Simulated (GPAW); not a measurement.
Wanted: an ASE script for a GPAW 26.7.0 run.

- Task: phonons
- Functional: BLYP
- Dispersion: D3
- Potentials or basis: PAW data sets generated in the run's folder for this functional
- Cutoff: 680 eV
- Basis: pw
- k mesh: 10 × 10 × 5
- Occupations: fermi-dirac, width 0.05 eV
- Spin: no spin polarisation
- Eigensolver: davidson
- Maxiter: 150
- Convergence: density=1e-06 eigenstates=1e-09
- Supercell: 1 × 1 × 1
- Supercell k mesh: 10 × 10 × 5
- Displacement: 0.02
- Relaxed first: ions

The structure of Mg lies in Mg.xyz:

```xyz
2
Lattice="3.2093000000 0.0000000000 0.0000000000 -1.6046500000 2.7793353284 0.0000000000 0.0000000000 0.0000000000 5.2103000000" Properties=species:S:1:pos:R:3 pbc="T T T"
Mg     1.6046500002      0.9264451094      3.9077250000
Mg    -0.0000000002      1.8528902190      1.3025750000
```

The input as run:

run.py

```python
import json
import numpy as np
from ase import Atoms
from ase.calculators.mixing import SumCalculator
from ase.constraints import FixSymmetry
from ase.io import read, write
from ase.optimize import BFGS
from dftd3.ase import DFTD3
from phonopy import Phonopy
from phonopy.structure.atoms import PhonopyAtoms
from gpaw import GPAW, PW, setup_paths

setup_paths.insert(0, '.')

atoms = read('Mg.xyz')

calc = GPAW(mode=PW(680),
            xc='BLYP',
            kpts={'size': (10, 10, 5), 'gamma': True},
            occupations={'name': 'fermi-dirac', 'width': 0.05},
            nbands=19,
            convergence={'density': 1e-06, 'eigenstates': 1e-09},
            eigensolver='davidson',
            maxiter=150,
            txt='gpaw.txt')
atoms.calc = SumCalculator([calc, DFTD3(method='blyp', damping='d3zero')])
atoms.set_constraint(FixSymmetry(atoms))
BFGS(atoms, trajectory='relax.traj', logfile='-').run(fmax=0.005, steps=40)
atoms.set_constraint()
energy = atoms.get_potential_energy()
forces = atoms.get_forces()
stress = atoms.get_stress()
calc.write('gs.gpw')
write('result.traj', atoms)
print('Cell:', atoms.cell.cellpar().round(4))
print(atoms.get_scaled_positions().round(5))

def force_constants(scale):
    unit = PhonopyAtoms(symbols=atoms.get_chemical_symbols(), cell=atoms.cell[:] * scale**(1 / 3),
                        scaled_positions=atoms.get_scaled_positions())
    ph = Phonopy(unit, supercell_matrix=np.diag([1, 1, 1]), primitive_matrix=np.eye(3), symprec=1e-4)
    ph.generate_displacements(distance=0.02)
    forces = []
    for i, sc in enumerate(ph.supercells_with_displacements):
        a = Atoms(sc.symbols, cell=sc.cell, scaled_positions=sc.scaled_positions, pbc=True)
        c = GPAW(mode=PW(680),
                 xc='BLYP',
                 kpts={'size': (10, 10, 5), 'gamma': True},
                 occupations={'name': 'fermi-dirac', 'width': 0.05},
                 nbands=19,
                 convergence={'density': 1e-06, 'eigenstates': 1e-09},
                 eigensolver='davidson',
                 maxiter=150,
                 txt=f'disp-{scale:.3f}-{i:02d}.txt')
        a.calc = SumCalculator([c, DFTD3(method='blyp', damping='d3zero')])
        f = a.get_forces()
        forces.append(f - f.mean(axis=0))
        print(f'displacement {i}: drift', f.mean(axis=0).round(5), flush=True)
    ph.forces = forces
    ph.produce_force_constants()
    ph.symmetrize_force_constants()
    return ph

qpoints = [[0.0, 0.0, 0.0]]
results = {}
for scale in [1.0]:
    ph = force_constants(scale)
    ph.run_qpoints(qpoints)
    nu = ph.qpoints.frequencies * 33.35641  # THz to cm^-1
    results[f'{scale:.3f}'] = nu.tolist()
    for qp, f in zip(qpoints, nu):
        print(scale, np.round(qp, 4), f.round(2))
json.dump(results, open('phonons.json', 'w'))
```

Potentials or basis: PAW data sets generated in the run's folder for this functional, pw.

Launch:

```bash
$ gpaw-setup -f BLYP Mg
$ OMP_NUM_THREADS=1 python run.py
```

It gave:

```json
{
  "Pressure after relaxing": "-1.6 GPa",
  "Band gap on the k mesh": "none (metal or under the smearing width)",
  "Highest phonon frequency at Γ": "208 cm⁻¹",
  "Dispersion energy per atom": "-0.367 eV"
}
```

Caveat: the cutoff is short for stress and forces, so pressures can be off by a GPa or more; pairwise dispersion overbinds metals, which lowers pressure and volume.

Wall time 110 s on 1 thread of Arm Neoverse V1 (shared host), peak memory 0.45 GiB.
